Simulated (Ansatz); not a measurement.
CdSe (F-43m) from a database structure, relaxed with r2SCAN in Ansatz. Space group F-43m (No. 216), cubic; a = 6.136 Å in the conventional setting, 28.87 Å³ an atom. Cd has 4 Se at 2.66 Å; Se has 4 Cd at 2.66 Å.

The axes x, y and z are those of this cell:
```
CELL_PARAMETERS angstrom
0.00000 3.06780 3.06780
3.06780 0.00000 3.06780
3.06780 3.06780 0.00000
ATOMIC_POSITIONS crystal
Cd 0.00000 0.00000 0.00000
Se 0.75000 0.75000 0.75000
```

Unstrained: PBE gives a direct gap of 0.555 eV at Γ. r2SCAN gives a direct gap of 1.037 eV at Γ. The HSE06 gap is direct at Γ: 1.483 eV. Meshes: PBE 8×8×8, r2SCAN 8×8×8, HSE06 6×6×6. Strains are changes of length per length. After each strain the atoms were relaxed again with r2SCAN within the symmetry that the strain leaves, so tilts or polar shifts that break it weren't tested; points keep the names that they have in the unstrained zone. Calculated for a static, non-magnetic cell.

(1) One strain changed the r2SCAN stress by xx -2.02, yy -1.36, zz -1.36 GPa (compression positive) and the gap by -0.104 eV (PBE), -0.111 eV (r2SCAN), -0.120 eV (HSE06). Which kind of strain was it, and roughly how large?

(2) Apply uniaxial +4.36 % along z, other directions held. How far does the gap move, against the unstrained cell?

(3) Estimate what isotropic -4.81 % on every length does to the gap.

(4) Estimate what isotropic -3.88 % on every length does to the gap.

## Answers

(1) Uniaxial +3.32 % along x, other directions held. The pattern of the stress gives the kind; the size needs the stiffness, so it is an estimate.

(2) PBE: the gap goes from 0.555 to 0.417 eV (-0.138 eV); with r2SCAN the top three valence levels at Γ, degenerate before, become 2+1 from the top over 139 meV. r2SCAN: the gap goes from 1.037 to 0.890 eV (-0.147 eV). HSE06: the gap goes from 1.483 to 1.324 eV (-0.159 eV). The r2SCAN energy rises by 10.9 meV an atom.

(3) PBE: the gap goes from 0.555 to 0.852 eV (+0.297 eV). r2SCAN: the gap goes from 1.037 to 1.357 eV (+0.320 eV). HSE06: the gap goes from 1.483 to 1.830 eV (+0.347 eV). The r2SCAN energy rises by 113.6 meV an atom.

(4) PBE: the gap goes from 0.555 to 0.795 eV (+0.240 eV). r2SCAN: the gap goes from 1.037 to 1.296 eV (+0.259 eV). HSE06: the gap goes from 1.483 to 1.765 eV (+0.282 eV). The r2SCAN energy rises by 71.2 meV an atom.

Spin-orbit coupling is left out.

The meshes of the hybrids are coarse, so their gaps aren't converged to the digits shown.

The splittings at Γ are without spin-orbit coupling, which regroups them where it is of like size or larger.
